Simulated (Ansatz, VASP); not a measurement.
# One calculation of Ni, two programs

INCAR

```
SYSTEM = Ni
PREC = Accurate ; ENCUT = 600
EDIFF = 1E-6 ; ISMEAR = -1
SIGMA = 0.1 ; LREAL = .False.
LASPH = .True. ; NELM = 80
ALGO = Normal ; ISIF = 3
LWAVE = .False. ; LCHARG = .False.
GGA = RP ; IBRION = 2
NSW = 80 ; EDIFFG = -0.01
```

Contents of KPOINTS:

```
regular mesh
0
Gamma
  15 15 15
  0 0 0
```

POSCAR

```
Ni
1.0
    0.0000000000      1.7619400000      1.7619400000
    1.7619400000      0.0000000000      1.7619400000
    1.7619400000      1.7619400000      0.0000000000
Ni
1
Direct
    0.0000000000      0.0000000000      0.0000000000
```

Input for Ansatz:

```yaml
crystal:
  lattice:
    - [0.0, 1.76194, 1.76194]
    - [1.76194, 0.0, 1.76194]
    - [1.76194, 1.76194, 0.0]
  atoms:
    - { symbol: Ni, position: [0.0, 0.0, 0.0] }
hamiltonian:
  xc: rpbe
  pseudopotentials:
    kind: paw
    azcp:
      Ni: "pseudopotentials/Ni.paw.azcp"
basis:
  ecutwfc: 420
  fft_grid_basis: typed
kpoints:
  mp_grid: { grid: [15, 15, 15], shift: [0, 0, 0] }
magnetization:
  spin_polarized: false
scf:
  occupations: { method: fermi_dirac, width: 0.1 }
relax:
  max_steps: 60
  f_tol: 0.01
  cell: {}
```

Alike in both runs: task relaxation of cell and atoms; functional RPBE; k mesh 15 × 15 × 15; occupations fermi-dirac, width 0.1 eV; no spin polarisation.

|  | VASP | Ansatz |
| --- | --- | --- |
| version | VASP 6.6.1 | Ansatz 0.2.0 |
| potentials or method | VASP PAW PBE potentials, release 64 (Ni) | plane waves (420 eV) with PAW, scalar-relativistic |
| plane-wave cutoff (eV) | 600 | 420 |
| valence electrons in the cell | 10 | 18 |

|  | VASP | Ansatz | Ansatz less VASP |
| --- | --- | --- | --- |
| relaxed volume (Å³/atom) | 11.18 | 11.17 | -0.008 |
| relaxed cell length with the largest relative difference (Å) | 2.510 | 2.509 | -0.0006 |
| energy change over the relaxation (meV/atom) | -3 | -3 | +0.2 |

The two sets of potentials don't hold the same shells in valence.

Caveats: the PAW data sets were made with another functional, which shifts forces and pressure a little (VASP); the run has no spin polarisation, though such a crystal can be magnetic. Zero-point motion and thermal expansion aren't in these numbers. RPBE and its kin give volumes clearly too large for solids.
